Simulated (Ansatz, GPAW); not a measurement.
Given: the input of a run of Ansatz 0.2.0 on Sb (Antimony). 

Contents of input.yaml:

```yaml
crystal:
  lattice:
    - [2.1542, 1.2437279499, 3.758]
    - [-2.1542, 1.2437279499, 3.758]
    - [0.0, -2.4874558998, 3.758]
  atoms:
    - { symbol: Sb, position: [0.76651, 0.76651, 0.76651] }
    - { symbol: Sb, position: [0.23349, 0.23349, 0.23349] }
hamiltonian:
  xc: pbesol
  pseudopotentials: { kind: paw }
kpoints:
  mp_grid: { grid: [8, 8, 8] }
scf:
  occupations: { method: gaussian, width: 0.1 }
output:
  forces: true
  stress: true
  eigenvalues: true
```

Potentials or basis: Ansatz PAW.

The run is started by

```sh
$ ansatz run input.yaml --threads 2 --pin off --max-ram 5632MiB --backend cpu --events-out ev --progress --plain --runs-dir out
```

Problem. Set up the same calculation for GPAW 26.7.0 (ASE script). Potentials or basis there: PAW data sets generated for this functional, cutoff 600 eV.

Solution. As run (cutoffs and basis follow the program's own potentials, and thresholds, step limits or extra output files can differ):

The input run.py:

```python
from ase.dft.bandgap import bandgap
from ase.io import read, write
from ase.units import Bohr, GPa
from gpaw import GPAW, PW, setup_paths
from gpaw.elf import elf_from_dft_calculation

setup_paths.insert(0, '.')

atoms = read('Sb.xyz')

calc = GPAW(mode=PW(600),
            xc='PBEsol',
            kpts={'size': (8, 8, 8), 'gamma': True},
            occupations={'name': 'methfessel-paxton', 'order': 0, 'width': 0.1},
            nbands=25,
            convergence={'density': 1e-05, 'energy': 1e-05},
            maxiter=150,
            txt='gpaw.txt')
atoms.calc = calc
energy = atoms.get_potential_energy()
forces = atoms.get_forces()
stress = atoms.get_stress()
calc.write('gs.gpw')
write('result.traj', atoms)
print(f'Energy: {energy:.6f} eV')
print('Forces (eV/A):')
print(forces.round(4))
print('Stress (GPa):', (stress / GPa).round(3))
print('Fermi level:', round(calc.get_fermi_level(), 4), 'eV')
print(f'Gap: {bandgap(calc)[0]:.4f} eV, direct: {bandgap(calc, direct=True)[0]:.4f} eV')

# fields on the real-space grid
write('density.cube', atoms, data=calc.get_pseudo_density() * Bohr**3)
write('potential.cube', atoms, data=calc.get_electrostatic_potential())
write('elf.cube', atoms, data=elf_from_dft_calculation(calc).data)
```

File Sb.xyz:

```xyz
2
Lattice="2.1542000000 1.2437279499 3.7580000000 -2.1542000000 1.2437279499 3.7580000000 0.0000000000 -2.4874558998 3.7580000000" Properties=species:S:1:pos:R:3 pbc="T T T"
Sb     0.0000000000      0.0000000000      8.6416337400
Sb     0.0000000000      0.0000000000      2.6323662600
```

Potentials or basis: PAW data sets generated in the run's folder for this functional, pw.

The run is started by

```sh
$ gpaw-setup -f PBEsol Sb
$ OMP_NUM_THREADS=1 python run.py
```

Both were run:

|  | Ansatz | GPAW |
| --- | --- | --- |
| Pressure | 0.0 GPa | -0.3 GPa |
| Largest force | 0.100 eV/Å | 0.082 eV/Å |

Ansatz's pressure holds a Pulay term of +0.04 GPa for its cutoff of 420 eV, which the other run lacks.

Ansatz's potentials were made for PBE.

Where Ansatz's input types no cutoff or centring, it takes its own default and a Γ-centred mesh.

Pressure is positive in compression.
